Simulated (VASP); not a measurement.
**CsH: single point with HSE06**

CsH:

```xyz
2
Lattice="3.8050 0.0087 0.0087 0.0087 3.8050 0.0087 0.0087 0.0087 3.8050" Properties=species:S:1:pos:R:3 pbc="T T T"
Cs    0.0000    0.0000    0.0000
H     1.9112    1.9112    1.9112
```

The cell was built by a generator and needn't be a form met in nature.

The cell isn't the ideal one: epitaxial_111 strain -0.4%.

```
Program             : VASP 6.6.1
Task                : single point
Functional          : HSE06
Potentials or basis : VASP PAW PBE potentials, release 64 (Cs_sv, H)
Cutoff              : 520 eV
k mesh              : 4 × 4 × 4
Occupations         : gaussian, width 0.01 eV
Spin                : no spin polarisation
```

```json
{"Pressure": "0.3 GPa", "Band gap on the k mesh": "3.60 eV, direct"}
```

Levels at points of the mesh, in eV from the valence-band top:
```tsv
k point	band 1	band 2	band 3	band 4	band 5	band 6	band 7	band 8	band 9	band 10
(0.00, 0.00, 0.00)	-23.37	-8.36	-8.36	-8.36	-2.15	4.38	4.38	8.49	10.83	10.83
(0.50, 0.00, 0.00)	-23.19	-10.03	-8.20	-8.19	-0.30	3.60	5.22	7.22	7.24	10.78
(0.50, 0.50, 0.00)	-23.02	-9.67	-9.65	-8.04	-1.35	5.54	7.51	7.88	7.92	8.24
(0.50, 0.50, 0.50)	-22.86	-9.43	-9.41	-9.41	0.00	3.60	3.64	3.64	12.99	13.08
```

Run time: 68 s on 1 thread of Intel(R) Xeon(R) 6975P-C (Granite Rapids), with other jobs on the host, peak memory 0.26 GiB.

Caveat: the PAW data sets were made with another functional, which shifts forces and pressure a little; spin-orbit coupling is left out, which moves the levels of the heavy elements. A k mesh can miss the band edges.
